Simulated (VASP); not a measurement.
Method: PBEsol GGA with spin-orbit coupling, VASP's PBE PAW potentials (set 64) (plane waves; VASP).

The input files of a VASP run:

**KPOINTS_OPT**
```
k-points along high-symmetry lines
8
Line-mode
Reciprocal
  0.000000   0.000000   0.000000 ! GAMMA
 -0.500000  -0.500000   0.000000 ! X

 -0.500000  -0.500000   0.000000 ! X
 -0.375000  -0.375000   0.250000 ! U

 -0.375000  -0.000000   0.375000 ! K
  0.000000   0.000000   0.000000 ! GAMMA

  0.000000   0.000000   0.000000 ! GAMMA
 -0.000000  -0.000000   0.500000 ! L

 -0.000000  -0.000000   0.500000 ! L
 -0.500000  -0.250000   0.250000 ! W

 -0.500000  -0.250000   0.250000 ! W
 -0.500000  -0.500000   0.000000 ! X
```

POSCAR:
```
ZnTe
1
   -0.0000000000     3.0324034432     3.0324034432
    3.0324034432    -0.0000000000     3.0324034432
    3.0324034432     3.0324034432    -0.0000000000
Zn Te
1 1
Direct
  0.0000000000   0.0000000000   0.0000000000
  0.2500000000   0.2500000000   0.2500000000
```

### KPOINTS
```
kpoints
0
G
 7 7 7
0 0 0
```

INCAR:
```
! general
SYSTEM    =ZnTe
PREC      =Accurate
ENCUT     =400
LREAL     =.False.   ! projection in real space or not
LASPH     =.True.

! electronic loop
EDIFF     =1E-6   ! SCF stop (eV)
NELM      =100
ALGO      =Normal
LMAXMIX   =4   ! l cut-off of mixed one-centre charges

! smearing
ISMEAR    =0
SIGMA     =0.05

! functional
GGA       =PS   ! PBEsol
GGA_COMPAT=.False.

! spin
MAGMOM    =0 0 0 0 0 0
LSORBIT   =.True.

! output
LWAVE     =.False.
LCHARG    =.False.
```

POTCAR, in this order: Zn Te (PBE.64 set). Program: vasp_ncl.

The run wrote:

OSZICAR:
```
       N       E                     dE             d eps       ncg     rms          rms(c)
DAV:   1     0.926201985165E+02    0.92620E+02   -0.69537E+03  1560   0.121E+03
DAV:   2     0.852169912159E+00   -0.91768E+02   -0.88444E+02  1634   0.274E+02
DAV:   3    -0.607603329472E+01   -0.69282E+01   -0.68812E+01  1884   0.816E+01
DAV:   4    -0.621733180664E+01   -0.14130E+00   -0.14114E+00  1818   0.112E+01
DAV:   5    -0.622104231986E+01   -0.37105E-02   -0.37104E-02  1958   0.158E+00    0.560E+00
DAV:   6    -0.601880872669E+01    0.20223E+00   -0.71406E-01  1884   0.281E+01    0.399E+00
DAV:   7    -0.601087937951E+01    0.79293E-02   -0.19751E-01  1674   0.471E+00    0.213E+00
DAV:   8    -0.600881530102E+01    0.20641E-02   -0.66603E-03  1850   0.102E+00    0.890E-01
DAV:   9    -0.600846655428E+01    0.34875E-03   -0.75773E-04  1874   0.616E-01    0.218E-01
DAV:  10    -0.600845390658E+01    0.12648E-04   -0.42455E-04  1900   0.265E-01    0.469E-02
DAV:  11    -0.600849463242E+01   -0.40726E-04   -0.22330E-04  2004   0.296E-01    0.272E-02
DAV:  12    -0.600847954457E+01    0.15088E-04   -0.41333E-05  2122   0.144E-01    0.185E-02
DAV:  13    -0.600847906636E+01    0.47822E-06   -0.57907E-06  1718   0.217E-02
   1 F= -.60084791E+01 E0= -.60084791E+01  d E =-.522628E-14  mag=    -0.0000     0.0000     0.0000
       N       E                     dE             ncg
       N       E                     dE             ncg
```

### OUTCAR
```
------------------------ aborting loop because EDIFF is reached ----------------------------------------
  FORCE on cell =-STRESS in cart. coord.  units (eV):
  Direction    XX          YY          ZZ          XY          YZ          ZX
  --------------------------------------------------------------------------------------
  Total        0.0062236      0.0062236      0.0062236      0.0000000     -0.0000000      0.0000000
  in kB        0.1787983      0.1787983      0.1787983      0.0000000     -0.0000000      0.0000000
  external PRESSURE =       0.1787983 kB  Pullay stress =       0.0000000 kB
  volume of cell :       55.77
      direct lattice vectors                 reciprocal lattice vectors
     0.000000000  3.032403443  3.032403443    -0.164885712  0.164885712  0.164885712
     3.032403443  0.000000000  3.032403443     0.164885712 -0.164885712  0.164885712
     3.032403443  3.032403443  0.000000000     0.164885712  0.164885712 -0.164885712
 POSITION                                       TOTAL-FORCE (eV/Angst)
 -----------------------------------------------------------------------------------
      0.00000      0.00000      0.00000         0.000000      0.000000      0.000000
      1.51620      1.51620      1.51620        -0.000000     -0.000000     -0.000000
 -----------------------------------------------------------------------------------
    total drift:                               -0.000001     -0.000001     -0.000001
  FREE ENERGIE OF THE ION-ELECTRON SYSTEM (eV)
  ---------------------------------------------------
  free  energy   TOTEN  =        -6.0084790664 eV

  energy  without entropy=       -6.0084790664  energy(sigma->0) =       -6.00847907

 Ion:    1  E_soc:     -0.0092844

 Ion:    2  E_soc:     -0.1860617
```
(Selected blocks of OUTCAR.)

The compound is ZnTe in the zinc blende structure. It was relaxed first.
